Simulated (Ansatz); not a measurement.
## Structure types of Hf at zero pressure (with spin–orbit coupling)

Structure types of Hf are relaxed in primitive cells with their symmetry kept at 0 GPa, first on PAW files, then by LAPW. The enthalpy is E + pV at zero temperature, without zero-point motion. Only the types listed were tried, and differences under about 5 meV/atom are mesh noise.

All numbers are PBE results (with spin–orbit coupling) from Ansatz 0.2.0, with Fermi–Dirac smearing of 0.05 eV, no spin polarisation. Methods: LAPW: all electrons, basis error target 0.5 meV/atom; PAW: frozen-core files, cutoff 420 eV.

k meshes: fcc 16×16×16, bcc 16×16×16, hcp 15×15×8.

Question: Which type is lowest in enthalpy, and by how much?

Answer: hcp, 72 meV/atom below fcc. The whole table:

```tsv
start type	ends as	a, b, c (Å)	V (Å³/atom)	H − H(lowest), LAPW (meV/atom)	same, PAW
fcc	fcc, Fm-3m	4.481, 4.481, 4.481	22.50	72.2	72.1
bcc	bcc, Im-3m	3.542, 3.542, 3.542	22.22	177.6	177.6
hcp	hcp, P6_3/mmc	3.201, 3.201, 5.067	22.47	0.0	0.0
```
